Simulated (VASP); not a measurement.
# Si2Ge (P-3m1) in VASP: notebook

Runs on Si2Ge. Level: PBE. Tasks: relaxation of cell and atoms.

Program: VASP 6.6.1. These are calculated values, not measurements. Logs are shortened: lines on timing, memory, paths and dates and some standing lists are left out, and cuts for length are marked.

### 1 The structure

It takes space group P-3m1 (No. 164, trigonal). The conventional cell has a = 3.937 Å, b = 3.937 Å, c = 9.605 Å, α = 90.00°, β = 90.00°, γ = 120.00°. Around Si (site symmetry 3m) lie 4 Si at 2.37 to 2.39 Å. Around Si (site symmetry 3m) lie 3 Si at 2.39 Å and 1 Ge at 2.42 Å. Around Ge (site symmetry 3m) lie 1 Si at 2.42 Å and 3 Ge at 2.44 Å.

The cell was built by a generator and needn't be a form met in nature.

### 2 Relaxation of cell and atoms, PBE

File INCAR:

```
PREC     = Accurate       # precision mode
ENCUT    = 520            # plane-wave cutoff, eV
EDIFF    = 1E-6           # SCF threshold, eV
ISMEAR   = 0              # smearing method
SIGMA    = 0.1            # smearing width, eV
LREAL    = F              # projectors in reciprocal space
LASPH    = T              # aspherical terms in the spheres
NELM     = 120            # most SCF steps
ALGO     = Normal         # electronic algorithm
ISIF     = 3              # what is computed and relaxed
LWAVE    = F              # write WAVECAR
LCHARG   = F              # write CHGCAR
GGA      = PE             # functional
IBRION   = 2              # ionic algorithm
NSW      = 90             # ionic steps
EDIFFG   = -0.01          # ionic threshold
KPAR     = 4
```

File KPOINTS:

```
regular mesh
0
Gamma
  10 10 4
```

File POSCAR:

```
Si2Ge
1.0
    3.9366403000      0.0000000000      0.0000000000
   -1.9683201500      3.4092305100      0.0000000000
    0.0000000000      0.0000000000      9.6050000000
Si Ge
4 2
Direct
    0.0000000000      0.0000000000      0.8764185300
    0.3333333300      0.6666666700      0.7979177500
    0.0000000000      0.0000000000      0.1235814700
    0.6666666700      0.3333333300      0.2020822500
    0.3333333300      0.6666666700      0.5457574200
    0.6666666700      0.3333333300      0.4542425800
```

Potentials or basis: VASP PAW PBE potentials, release 64 (Si, Ge_d).

Run with:

```bash
$ cat potpaw_PBE.64/Si/POTCAR potpaw_PBE.64/Ge_d/POTCAR > POTCAR
$ mpirun -np 4 vasp_std > vasp.out
```

OUTCAR:

```text
PREC = Accurate
   ENCUT = 520
   EDIFF = 1E-6
   ISMEAR = 0
   LREAL = F
   LASPH = T
   NELM = 120
   ISIF = 3
   GGA = PE
   IBRION = 2
   NSW = 90
   EDIFFG = -0.01

 ion  position               nearest neighbor table
   1  0.000  0.000  0.876-   3 2.37   2 2.39   2 2.39   2 2.39
   2  0.333  0.667  0.798-   1 2.39   1 2.39   1 2.39   5 2.42
   3  0.000  0.000  0.124-   1 2.37   4 2.39   4 2.39   4 2.39
   4  0.667  0.333  0.202-   3 2.39   3 2.39   3 2.39   6 2.42
   5  0.333  0.667  0.546-   2 2.42   6 2.44   6 2.44   6 2.44
   6  0.667  0.333  0.454-   4 2.42   5 2.44   5 2.44   5 2.44

  LATTYP: Found a hexagonal cell.
 ALAT       =     3.9366403000
 C/A-ratio  =     2.4398977981

  Lattice vectors:

 A1 = (   3.9366403000,   0.0000000000,   0.0000000000)
 A2 = (  -1.9683201500,   3.4092305100,   0.0000000000)
 A3 = (   0.0000000000,   0.0000000000,   9.6050000000)

Analysis of symmetry for initial positions (statically):
=====================================================================
 Subroutine PRICEL returns:
 Original cell was already a primitive cell.

 Routine SETGRP: Setting up the symmetry group for a
 hexagonal supercell.

 Subroutine GETGRP returns: Found 12 space group operations
 (whereof 12 operations were pure point group operations)
 out of a pool of 24 trial point group operations.

The static configuration has the point symmetry D_3d.

Analysis of symmetry for dynamics (positions and initial velocities):
=====================================================================
 Subroutine PRICEL returns:
 Original cell was already a primitive cell.

 Routine SETGRP: Setting up the symmetry group for a
 hexagonal supercell.

 Subroutine GETGRP returns: Found 12 space group operations
 (whereof 12 operations were pure point group operations)
 out of a pool of 24 trial point group operations.

The dynamic configuration has the point symmetry D_3d.

 Subroutine INISYM returns: Found 12 space group operations
 (whereof 12 operations are pure point group operations),
 and found     1 'primitive' translations

----------------------------------------------------------------------------------------

                                     Primitive cell

  volume of cell :     128.9079

  direct lattice vectors                    reciprocal lattice vectors
     3.936640300  0.000000000  0.000000000     0.254023717  0.146660661  0.000000000
    -1.968320150  3.409230510  0.000000000     0.000000000  0.293321322  0.000000000
     0.000000000  0.000000000  9.605000000     0.000000000  0.000000000  0.104112441

  length of vectors
     3.936640300  3.936640304  9.605000000     0.293321322  0.293321322  0.104112441

  position of ions in fractional coordinates (direct lattice)
     0.000000000  0.000000000  0.876418530
     0.333333330  0.666666670  0.797917750
     0.000000000  0.000000000  0.123581470
     0.666666670  0.333333330  0.202082250
     0.333333330  0.666666670  0.545757420
     0.666666670  0.333333330  0.454242580

  ion indices of the primitive-cell ions
   primitive index   ion index
                 1           1
                 2           2
                 3           3
                 4           4
                 5           5
                 6           6

----------------------------------------------------------------------------------------

 KPOINTS: regular mesh

Automatic generation of k-mesh.
 Grid dimensions read from file:
 generate k-points for:   10   10    4

 Generating k-lattice:

  Cartesian coordinates                     Fractional coordinates (reciprocal lattice)
     0.025402372  0.014666066  0.000000000     0.100000000  0.000000000  0.000000000
     0.000000000  0.029332132  0.000000000     0.000000000  0.100000000  0.000000000
     0.000000000  0.000000000  0.026028110     0.000000000  0.000000000  0.250000000

  Length of vectors
     0.029332132  0.029332132  0.026028110

  Shift w.r.t. Gamma in fractional coordinates (k-lattice)
     0.000000000  0.000000000  0.000000000

 Subroutine IBZKPT returns following result:
 ===========================================

 Found     50 irreducible k-points:

 Following reciprocal coordinates:
            Coordinates               Weight
  0.000000  0.000000  0.000000      1.000000
  0.100000 -0.000000  0.000000      6.000000
  0.200000 -0.000000  0.000000      6.000000
  0.300000  0.000000  0.000000      6.000000
  0.400000  0.000000  0.000000      6.000000
  0.500000  0.000000  0.000000      3.000000
[... 16 lines left out ...]
  0.000000  0.400000  0.250000      6.000000
  0.500000  0.000000  0.250000      6.000000
 [... further k-points ...]
   k-points           NKPTS =     50   k-points in BZ     NKDIM =     50   number of bands    NBANDS=     26
   number of dos      NEDOS =    301   number of ions     NIONS =      6
   total plane-waves  NPLWV =  64800
   dimension x,y,z NGX =    30 NGY =   30 NGZ =   72
   dimension x,y,z NGXF=    60 NGYF=   60 NGZF=  144
   ions per type =               4   2
   NGX,Y,Z   is equivalent  to a cutoff of  12.67, 12.67, 12.46 a.u.
   NGXF,Y,Z  is equivalent  to a cutoff of  25.34, 25.34, 24.92 a.u.
 SYSTEM =  unknown system
   PREC   = accura    normal or accurate (medium, high low for compatibility)
   ISTART =      0    job   : 0-new  1-cont  2-samecut
   ICHARG =      2    charge: 1-file 2-atom 10-const
   ISPIN  =      1    spin polarized calculation?
   LNONCOLLINEAR =      F non collinear calculations
   LSORBIT =      F    spin-orbit coupling
   LASPH  =      T    aspherical Exc in radial PAW
   ENCUT  =  520.0 eV  38.22 Ry    6.18 a.u.   7.32  7.32 17.86*2*pi/ulx,y,z
   NELM   =    120;   NELMIN=  2; NELMDL= -5     # of ELM steps
   EDIFF  = 0.1E-05   stopping-criterion for ELM
   LREAL  =      F    real-space projection
   EDIFFG = -.1E-01   stopping-criterion for IOM
   NSW    =     90    number of steps for IOM
   IBRION =      2    ionic relax: 0-MD 1-quasi-New 2-CG
   NFREE  =      1    steps in history (QN), initial steepest desc. (CG)
   ISIF   =      3    stress and relaxation
   ISYM   =      2    0-nonsym 1-usesym 2-fastsym
   POTIM  = 0.5000    time-step for ionic-motion
   TEBEG  =    0.0;   TEEND  =   0.0 temperature during run
   PSTRESS=    0.0 pullay stress
   NELECT =      44.0000    total number of electrons
   NUPDOWN=      -1.0000    fix difference up-down
   EMIN   =  10.00;   EMAX   =-10.00  energy-range for DOS
   EFERMI =   0.00;   METHOD = LEGACY
   ISMEAR =     0;   SIGMA  =   0.10  broadening in eV -4-tet -1-fermi 0-gaus
   EFERMI_NEDOS =   21; number of points for ismear=-14 and -15
   IALGO  =     38    algorithm
   IMIX   =      4    mixing-type and parameters
     AMIX     =   0.40;   BMIX     =  1.00
     AMIX_MAG =   1.60;   BMIX_MAG =  1.00
  volume/ion in A,a.u.               =      21.48       144.99
  Fermi-wavevector in a.u.,A,eV,Ry     =   1.144105  2.162045 17.809704  1.308976
  Thomas-Fermi vector in A             =   2.280798
   LORBIT       =      0    0 simple, 1 ext, 2 COOP (PROOUT), +10 PAW based schemes
   GGA     = PE    functional components
   LHFCALC =     F    Hartree Fock is set to
   AEXX    =    0.0000 exact exchange contribution
   IVDW    =     0    specifies the selected vdW correction
   LEPSILON=     F    determine dielectric tensor
   LRPA    =     F    only Hartree local field effects (RPA)
 conjugate gradient relaxation of ions
 non-spin polarized calculation
 Gauss-broadening in eV      SIGMA  =   0.10
  energy-cutoff  :      520.00
  volume of cell :      128.91
 maximum number of plane-waves:      3516
 NGX is ok and might be reduce to    30
   NGX = 15   NGY = 15   NGZ = 35

--------------------------------------- Ionic step        1  -------------------------------------------

 number of electron      44.0000030 magnetization

 Free energy of the ion-electron system (eV)
  ---------------------------------------------------
  ext. energy  EPLUGINS =         0.00000000
  ---------------------------------------------------
  free energy    TOTEN  =       -30.62463935 eV

  energy without entropy =      -30.62463197  energy(sigma->0) =      -30.62463566

------------------------ aborting loop because EDIFF is reached ----------------------------------------

  FORCE on cell =-STRESS in cart. coord.  units (eV):
  Direction    XX          YY          ZZ          XY          YZ          ZX
  --------------------------------------------------------------------------------------
  -------------------------------------------------------------------------------------
  Total       -0.2438265     -0.2438265      0.1228806     -0.0000000      0.0000000      0.0000000
  in kB       -3.0304839     -3.0304839      1.5272649     -0.0000000      0.0000000      0.0000000
  external PRESSURE =      -1.5112343 kB  Pullay stress =       0.0000000 kB
[... 105 lines left out ...]
  energy  without entropy=      -30.6255415402  energy(sigma->0) =      -30.62554698

--------------------------------------- Ionic step        4  -------------------------------------------

 number of electron      44.0000021 magnetization

 Free energy of the ion-electron system (eV)
  ---------------------------------------------------
  ext. energy  EPLUGINS =         0.00000000
  ---------------------------------------------------
  free energy    TOTEN  =       -30.62568275 eV

  energy without entropy =      -30.62567042  energy(sigma->0) =      -30.62567659

 E-fermi :   5.6257     XC(G=0):  -9.4892

 val. band max:        5.4288099933   @ k =   0.0000   0.0000   0.0000
 cond. band min:       5.8465544857   @ k =   0.4000   0.0000   0.2500
 fundamental gap:      0.4177444925
 Fermi energy:         5.6257039634

 k-point     1 :       0.0000    0.0000    0.0000
  band No.  band energies     occupation
      1     -19.1108      2.00000
      2     -19.1108      2.00000
      3     -19.0295      2.00000
      4     -19.0295      2.00000
      5     -18.9618      2.00000
      6     -18.9511      2.00000
[... 685 lines left out ...]
     25       6.7926      0.00000
     26       6.9113      0.00000

 [... further k-points ...]

------------------------ aborting loop because EDIFF is reached ----------------------------------------

  FORCE on cell =-STRESS in cart. coord.  units (eV):
  Direction    XX          YY          ZZ          XY          YZ          ZX
  --------------------------------------------------------------------------------------
  -------------------------------------------------------------------------------------
  Total       -0.0140301     -0.0140301     -0.0447153     -0.0000000     -0.0000000     -0.0000000
  in kB       -0.1746378     -0.1746378     -0.5565899     -0.0000000     -0.0000000     -0.0000000
  external PRESSURE =      -0.3019551 kB  Pullay stress =       0.0000000 kB
[... 21 lines left out ...]
  FREE ENERGIE OF THE ION-ELECTRON SYSTEM (eV)
  ---------------------------------------------------
  free  energy   TOTEN  =       -30.6256827497 eV

  energy  without entropy=      -30.6256704209  energy(sigma->0) =      -30.62567659

 reached required accuracy - stopping structural energy minimisation
```

It took 55 s on 4 MPI ranks of Intel Xeon 6975P-C (Granite Rapids), shared host; peak memory 0.34 GiB.

What came out:

- Free energy: -30.6257 eV
- Relaxed volume: 21.45 Å³/atom
- Relaxed cell: a = 3.928 Å, b = 3.928 Å, c = 9.632 Å, α = 90.00°, β = 90.00°, γ = 120.00°
- Space group after relaxing (to 0.05 Å): P-3m1 (No. 164)
- Energy gained by relaxing: 0.2 meV/atom
- Ionic steps: 4
- Pressure after relaxing: 0.0 GPa
- Largest force after relaxing: 0.008 eV/Å
- Band gap on the k mesh: 0.42 eV, indirect (least direct gap 0.91 eV)

Forces in eV/Å, atoms in the order of the input:
```
Si   0.000  0.000 -0.007
Si   0.000  0.000  0.006
Si   0.000  0.000  0.007
Si   0.000  0.000 -0.006
Ge   0.000  0.000 -0.008
Ge   0.000  0.000  0.008
```

Step by step:
```csv
step,energy change (eV),largest force (eV/Å),pressure (GPa),volume (Å³)
1,0.0000,0.0410,-0.15,128.91
2,-0.0009,0.0239,0.08,128.53
3,-0.0009,0.0210,0.16,128.46
4,-0.0010,0.0084,-0.03,128.72
```

Final structure:
```xyz
6
Lattice="3.9282 0.0000 0.0000 -1.9641 3.4019 0.0000 0.0000 0.0000 9.6322" Properties=species:S:1:pos:R:3 pbc="T T T"
Si    3.9282    0.0000    8.4454
Si    0.0000    2.2679    7.6815
Si   -1.9641    3.4019    1.1868
Si    1.9641    1.1340    1.9507
Ge    0.0000    2.2679    5.2607
Ge    1.9641    1.1340    4.3715
```

Levels at points of the mesh, in eV from the valence-band top:
| k point | band 19 | band 20 | band 21 | band 22 | band 23 | band 24 | band 25 | band 26 |
| --- | --- | --- | --- | --- | --- | --- | --- | --- |
| (0.00, 0.00, 0.00) | -1.10 | -0.19 | 0.00 | 0.00 | 0.91 | 1.01 | 1.88 | 2.28 |
| (0.50, 0.00, 0.00) | -3.01 | -2.94 | -2.10 | -1.76 | 0.52 | 0.59 | 1.59 | 1.99 |
| (0.00, 0.00, 0.50) | -0.87 | -0.87 | -0.26 | -0.26 | 0.82 | 1.65 | 1.75 | 2.78 |
| (0.50, 0.00, 0.50) | -2.90 | -2.59 | -1.42 | -1.35 | 0.65 | 0.81 | 1.17 | 2.42 |

(Part 1 of 2 ends here.)
